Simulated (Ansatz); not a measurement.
BaSnO3 (cubic perovskite): values from a third-order Birch-Murnaghan fit to a volume scan beside measured ones. Computed values: PBE (plane waves to 420 eV, PAW, scalar-relativistic; Ansatz, a first-principles code). BaSnO3 was relaxed with its symmetry unable to fall.

```
quantity                reference                                    kind
----------------------  ---------  --------------------------------------
Lattice constant a (Å)      4.116  measured, room temperature or unstated
```

References as given in: Woong-Jhae Lee, Hyung Joon Kim, Jeonghun Kang et al., Annual Review of Materials Research (2017), arXiv:1707.09778. Values not taken to low temperature hold thermal and zero-point shifts that a static calculation lacks, so small differences there are no errors of the method.

Problem. Estimate the PBE values and the sign and size of each difference.

Solution. 
| quantity | PBE | difference |
|---|---|---|
| Lattice constant a (Å) | 4.176 | +1.5 % |



(Under strain, the slope of the energy per volume gives the stress and its curvature an elastic modulus.)
